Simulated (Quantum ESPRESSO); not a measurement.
# Decay constant across the gap of rock salt NaF along [001] at three lattice constants, from LDA complex bands

We have to decide whether a tunnelling model of a thin NaF layer can keep one decay constant when the film is strained, or whether the value must follow the lattice. NaF serves as an insulating spacer and as an injection layer under metal contacts, where the current through a film of thickness $d$ falls roughly as $e^{-2\kappa d}$, so that small changes of $\kappa$ are amplified by thickness. The quantity calculated is $\kappa$, the imaginary part of $k_z$ for the slowest evanescent state along [001] in bulk NaF, with LDA. Energies are counted from the valence-band top of each lattice, and the place in the gap is that energy divided by the LDA gap of the same lattice.

## Calculations

Ideal rock salt NaF at set cubic lattice constants, not relaxed (a = 4.606 angstrom, GBRV ultrasoft: gap 6.04 eV; a = 4.629 angstrom, GBRV ultrasoft: gap 5.96 eV; a = 4.767 angstrom, GBRV ultrasoft: gap 5.52 eV). Program: Quantum ESPRESSO 7.5, plane waves, LDA, GBRV ultrasoft pseudopotentials, cutoffs 40 Ry for waves and 200 Ry for the density, fixed occupations, scalar-relativistic, no spin polarisation, no spin-orbit coupling; k meshes of 8 divisions in the plane and 6 along the axis. Complex bands along [001] come from pwcond with energy window 4 Ry, basis threshold 1e-05 and 7 subslabs a slab at the in-plane wavevectors (0, 0), (1/2, 0), (1/2, 1/2) and (1/4, 0) of the zone of the tetragonal cell with in-plane edges a/sqrt(2), on 40 to 41 energies in steps of 0.28 to 0.3 eV. The gap is that of the self-consistent k mesh. The rows are a selection of the grid energies, spread over the range, with the largest value of each line among them; narrow features between rows aren't shown. The same in all rows: in-plane wavevector of the slowest state: zone centre.

Notes on method and selection:

- Semilocal functionals give gaps, and so decay constants, that are too small against experiment.
- Bulk complex bands leave out the interface: band line-up, symmetry matching to an electrode and image charges.
- The decay constants on the energy grid were kept to three decimals in 1/angstrom; interpolated values carry no more. Runs in which pwcond's reduced basis gave spurious channels inside the gap were left out.
- Kinks mark a change of the wavevector or complex band that is slowest.
- Runs that failed checks of pwcond against itself, whose gap is too narrow for the energy step, or whose stored transmission had to be rebuilt from the program's table, are left out.

Columns:

- place in gap: energy over the valence-band top divided by the gap of that line.
- energy (eV): energy over the highest filled level of the k mesh.
- Franz form (1/Å): two-band Franz form 2 kappa_mid sqrt(f (1 - f)), f the place in the gap and kappa_mid that line's decay constant interpolated to mid-gap.
- decay constant (1/Å): decay constant Im kz of the slowest evanescent state along [001] at this energy, least over the listed wavevectors.

Input lines of one member:

```
&inputcond
  ikind = 0
  ewind = 4.0
  epsproj = 1e-05
  nz1 = 7
  energy0 = 8.96
  denergy = -0.28
/
4
  0.00000000 0.00000000 1.00000000
  0.50000000 0.00000000 1.00000000
  0.50000000 0.50000000 1.00000000
  0.25000000 0.00000000 1.00000000
40
```

Command (options for logging and memory left out): `mpirun -n 2 pwcond.x -in cbs.in > cbs.out`

## The series

| member | lattice constant | place in gap | energy (eV) | Franz form (1/Å) | decay constant (1/Å) |
| --- | --- | --- | --- | --- | --- |
| 0.56 eV | a = 4.606 angstrom | 0.093 | 0.56 | 0.292 | 0.338 |
| 2.24 eV | a = 4.606 angstrom | 0.371 | 2.24 | 0.486 | 0.502 |
| 2.52 eV | a = 4.606 angstrom | 0.417 | 2.52 | 0.496 | 0.506 |
| 3.92 eV | a = 4.606 angstrom | 0.649 | 3.92 | 0.480 | 0.466 |
| 5.60 eV | a = 4.606 angstrom | 0.928 | 5.60 | 0.261 | 0.244 |
| 0.30 eV | a = 4.629 angstrom | 0.050 | 0.30 | 0.219 | 0.261 |
| 2.10 eV | a = 4.629 angstrom | 0.352 | 2.10 | 0.478 | ? |
| 2.70 eV | a = 4.629 angstrom | 0.453 | 2.70 | 0.498 | 0.504 |
| 3.60 eV | a = 4.629 angstrom | 0.604 | 3.60 | 0.489 | 0.479 |
| 5.40 eV | a = 4.629 angstrom | 0.906 | 5.40 | 0.292 | 0.273 |
| 0.30 eV | a = 4.767 angstrom | 0.054 | 0.30 | 0.222 | 0.269 |
| 1.80 eV | a = 4.767 angstrom | 0.326 | 1.80 | 0.459 | 0.484 |
| 2.40 eV | a = 4.767 angstrom | 0.435 | 2.40 | 0.485 | 0.494 |
| 3.60 eV | a = 4.767 angstrom | 0.652 | 3.60 | 0.466 | 0.451 |
| 5.10 eV | a = 4.767 angstrom | 0.923 | 5.10 | 0.260 | 0.241 |

Cells marked ? are withheld until the estimate has been made.

Least-squares fits to the members shown, with x = place in gap; R² in the fitted variables, residuals in the unit of y:

| y | lattice constant | members | fit | R² | rms residual | leave-one-out rms | standard deviation of y |
| --- | --- | --- | --- | --- | --- | --- | --- |
| decay constant (1/Å) | a = 4.606 angstrom | 5 | y = 0.24222 + 1.1527 x − 1.2407 x² | 1.00 | 0.0016 | 0.0077 | 0.12 |
| decay constant (1/Å) | a = 4.629 angstrom | 4 | y = 0.2028 + 1.238 x − 1.282 x² | 1.00 | 0.0026 | 0.033 | 0.13 |
| decay constant (1/Å) | a = 4.767 angstrom | 5 | y = 0.2104 + 1.224 x − 1.294 x² | 1.00 | 0.0069 | 0.035 | 0.12 |

## Reading the trend

On each lattice $\kappa$ rises steeply from the valence band, flattens somewhat below mid-gap and falls towards the conduction band. The arch leans to the valence side: every shown value below mid-gap lies above the symmetric Franz form, and every one above mid-gap lies below it.

The lean follows from unequal masses. Near a band edge $\kappa^2 = 2m^*\Delta E/\hbar^2$, with $\Delta E$ the distance from the edge and $\hbar^2/2m_e$ about 3.8 eV Å². At a = 4.606 Å the valence side gives 3.8 × 0.338² / 0.56 = 0.78 electron masses, and the conduction side, 6.04 − 5.60 = 0.44 eV below its edge, gives 3.8 × 0.244² / 0.44 = 0.51. The fluorine 2p band is narrow and heavy, the s-like conduction band broad and light.

Expansion from 4.606 to 4.767 Å lowers the largest shown $\kappa$ from 0.506 to 0.494 1/Å, a ratio of 0.494 / 0.506 = 0.976. The gap shrinks by more, 5.52 / 6.04 = 0.914, and at fixed mass $\kappa$ would follow its square root, about 0.96. A mass larger by about 4 % (0.976² / 0.914 = 1.04) would make up the difference. That is the direction expected when longer F–F distances weaken the overlap and narrow the bands.

The change is not a uniform scaling. Between 4.629 and 4.767 Å, $\kappa$ at 0.30 eV rises from 0.261 to 0.269 1/Å, in the direction of a heavier valence band, although a shift of the band-top reference by some 0.02 eV would do the same. At 3.60 eV it falls from 0.479 to 0.451 1/Å, because the conduction edge has come closer.

For the decision, the way of counting thickness matters. Per atomic layer of height a/2 the largest decay is 0.506 × 4.606 / 2 = 1.17 and 0.494 × 4.767 / 2 = 1.18, nearly unchanged. A model with a fixed number of layers can therefore keep one mid-gap decay per layer under this strain. The absolute $\kappa$ is too small against experiment, since LDA underestimates the gap.

## An estimate before looking

Plain estimates from the members shown:

- 2.10 eV (a = 4.629 angstrom), fit at x = 0.352: 0.480 1/Å
- 2.10 eV (a = 4.629 angstrom), straight-line interpolation between 0.30 eV and 2.70 eV: w = (0.352 − 0.050) / (0.453 − 0.050) = 0.749, so 0.261 + 0.749 × (0.504 − 0.261) = 0.443 1/Å

Neither plain estimate suits the point at 2.10 eV. The straight line from 0.30 to 2.70 eV cuts beneath an arch, so 0.443 1/Å is too low. The parabola, at 0.480 1/Å, has three coefficients for four points, a leave-one-out error of 0.033 1/Å, and cannot follow the square-root rise at the band edges.

We start instead from the Franz form, 0.478 1/Å, which has that rise and carries the mid-gap scale of this lattice. It lacks the lean towards the valence band, which we take from the nearest places in the gap on the other two lattices. The ratio of $\kappa$ to the Franz form is 0.484 / 0.459 = 1.054 at place 0.326 and 0.502 / 0.486 = 1.033 at place 0.371. At 0.352 the weight is (0.352 − 0.326) / (0.371 − 0.326) = 0.58, so the ratio is 1.054 − 0.58 × 0.021 = 1.042 and $\kappa$ = 0.478 × 1.042 = 0.498 1/Å.

The same route can be tried on 2.24 eV at a = 4.606 Å, with the ratios 0.484 / 0.459 = 1.054 and 0.494 / 0.485 = 1.019 at places 0.326 and 0.435 of the 4.767 Å lattice. The weight is (0.371 − 0.326) / (0.435 − 0.326) = 0.41. This gives 0.486 × (1.054 − 0.41 × 0.035) = 0.505 1/Å against the calculated 0.502. We take this miss of 0.003 1/Å as the error.

**Committed estimate, 2.10 eV (a = 4.629 angstrom): decay constant = 0.498 ± 0.003 1/Å.**

## The answer

| member | lattice constant | place in gap | energy (eV) | Franz form (1/Å) | decay constant (1/Å) |
| --- | --- | --- | --- | --- | --- |
| 2.10 eV | a = 4.629 angstrom | 0.352 | 2.10 | 0.478 | 0.497 |

| member | estimate | decay constant (1/Å) | computed | estimate − computed | miss in error bars |
| --- | --- | --- | --- | --- | --- |
| 2.10 eV (a = 4.629 angstrom) | committed | 0.498 | 0.497 | +0.001 | 0.3 |
| 2.10 eV (a = 4.629 angstrom) | fit | 0.480 | 0.497 | −0.017 |  |
| 2.10 eV (a = 4.629 angstrom) | interpolation | 0.443 | 0.497 | −0.054 |  |

The estimate of 0.498 1/Å lies 0.001 above the computed 0.497, inside its error bar of 0.003. The parabola was 0.017 too low and the straight line 0.054 too low, the latter because a chord runs beneath an arch.

The step that carried the estimate was the transfer of the lean from the other two lattices. The computed ratio to the Franz form is 0.497 / 0.478 = 1.040, where we had interpolated 1.042. At this place in the gap the shape of the arch therefore hardly depends on the lattice constant, while the mid-gap value sets its height.

This fits a valence mass larger than the conduction mass, but our earlier account of the masses needs two corrections. We put the valence mass down to the fluorine 2p band as a whole. The slowest state joins the s-like conduction band to the 2p branch with lobes along [001], which shares its symmetry and is the lighter of the 2p branches. The flatter 2p branches don't set the slowest decay. We also treated 0.78 electron masses as the mass at the valence edge, though it was read 0.56 eV into the gap, where $\kappa^2$ already grows more slowly than the distance from the edge. The row at 0.30 eV on the 4.629 Å lattice, whose lattice constant is only slightly larger, gives a heavier mass by the same formula, and the mass at the edge itself is heavier still. The 0.51 for the conduction side was likewise read inside the gap, 0.44 eV from its edge. The two values show which side is heavier, but neither should be used as a band-edge mass.

## Where the trend breaks

Least-squares fits to the whole series, with x = place in gap; R² in the fitted variables, residuals in the unit of y:

| y | lattice constant | members | fit | R² | rms residual | leave-one-out rms | standard deviation of y |
| --- | --- | --- | --- | --- | --- | --- | --- |
| decay constant (1/Å) | a = 4.606 angstrom | 5 | y = 0.24222 + 1.1527 x − 1.2407 x² | 1.00 | 0.0016 | 0.0077 | 0.12 |
| decay constant (1/Å) | a = 4.629 angstrom | 5 | y = 0.20415 + 1.2618 x − 1.3122 x² | 1.00 | 0.0067 | 0.045 | 0.12 |
| decay constant (1/Å) | a = 4.767 angstrom | 5 | y = 0.2104 + 1.224 x − 1.294 x² | 1.00 | 0.0069 | 0.035 | 0.12 |

Largest departures from the fit to the whole series:

| member | lattice constant | decay constant (1/Å) | fit | computed − fit | in rms residuals |
| --- | --- | --- | --- | --- | --- |
| 2.24 eV | a = 4.606 angstrom | 0.502 | 0.499 | +0.003 | 1.8 |
| 1.80 eV | a = 4.767 angstrom | 0.484 | 0.472 | +0.012 | 1.7 |
| 2.10 eV | a = 4.629 angstrom | 0.497 | 0.486 | +0.011 | 1.7 |
| 3.60 eV | a = 4.629 angstrom | 0.479 | 0.488 | −0.009 | 1.3 |

The largest departures come from the shape of the fitted curve, and none of these points looks physically odd. A parabola is symmetric about its top, whereas the computed arch climbs fast from the valence band and descends more gradually towards the conduction band. It therefore lies above the fit about a third of the way across the gap and below it somewhat past mid-gap. The largest departures show this: +0.012 1/Å for 1.80 eV at a = 4.767 Å and +0.011 for 2.10 eV at 4.629 Å, against −0.009 for 3.60 eV at 4.629 Å.

The point at 2.24 eV on the 4.606 Å lattice heads the list only because departures are counted in rms residuals. Its +0.003 1/Å is small, and the residual of that line is small too. The lowest row there sits at place 0.093, against 0.050 and 0.054 on the other lattices, so the parabola has less of the steep rise at the band edge to follow.

## What to take away

On all three lattices the ratio of $\kappa$ to the Franz form falls from about 1.2 near the valence edge to about 0.93 near the conduction edge. With the mid-gap value of a lattice known, this ratio, taken from the other lattices, gave the points at places 0.352 and 0.371 to within 0.003 1/Å.

At the largest shown $\kappa$, one atomic layer of height a/2 weakens the current by $e^{\kappa a}$. The exponent is 0.506 × 4.606 = 2.33 at the smallest lattice constant and 0.494 × 4.767 = 2.35 at the largest, a factor of about ten per layer in both. This holds for equal expansion along all axes. A film stretched only in its plane contracts along its normal, so our earlier advice on strained films doesn't extend to that case.

The gap error of LDA matters more for the absolute $\kappa$ than the lattice does. At unchanged masses $\kappa$ grows as the square root of the gap, so a gap larger by only a tenth would raise $\kappa$ by about 5 %, roughly twice the change of the largest shown $\kappa$ between the smallest and the largest lattice constant.

[On method and selection: Runs that did not converge, have known faults or may not be shown are not listed, and runs on Ansatz's PAW sets soft_1 and soft_2 are kept to separate tables. Tables of this kind whose fit explains under a quarter of the variance weren't written up, so the strength of the trend here is selected. Up to three of the lattice constants or thicknesses that were run are shown, from the ends and the middle of the range. Systems with elements from V to Ni or with open 4f shells were left out wherever spin was off.]

[Logs are printed without paths, hosts, clocks, repeated set-up lines and the standing remarks that a program may print on its own settings, such as how far it seeks lower states.]
